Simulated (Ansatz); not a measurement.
TiTe2:

```xyz
3
Lattice="3.7770 0.0000 0.0000 -1.8885 3.2710 0.0000 0.0000 0.0000 6.4980" Properties=species:S:1:pos:R:3 pbc="T T T"
Te    0.0000    2.1807    4.7903
Te    1.8885    1.0903    1.7077
Ti    0.0000    0.0000    0.0000
```

Program: Ansatz 0.2.0. Alike in all runs: potentials or basis Ansatz PAW; no spin polarisation; cell as given; cutoff (eV) 420.

Problem. Order these runs on this cell by their pressure, lowest first.
A. level revPBE; k mesh 8 × 8 × 4; smearing fermi-dirac 0.05 eV; points for each segment of the path 14; mesh quality not flagged
B. level HF; k mesh 4 × 4 × 2; smearing fermi-dirac 0.05 eV; points for each segment of the path 4; mesh quality coarse
C. level PBEsol0; k mesh 5 × 5 × 3; smearing fermi-dirac 0.1 eV; mesh quality coarse
D. level BLYP; k mesh 8 × 8 × 4; smearing fermi-dirac 0.05 eV; points for each segment of the path 14; mesh quality not flagged

Solution. C (-2.7 GPa), A (2.3 GPa), D (5.2 GPa), B (9.7 GPa).

Caveats: some runs use coarse meshes; the PAW data sets come from PBE, with cores solved anew for the run's functional, which leaves a small shift of forces and pressure; this functional lacks dispersion, which binds the layers, so the pressure and a relaxed spacing across them are unreliable (some runs); the thresholds are loose for stress (some runs).

Runs at the PBE level aren't shown here.
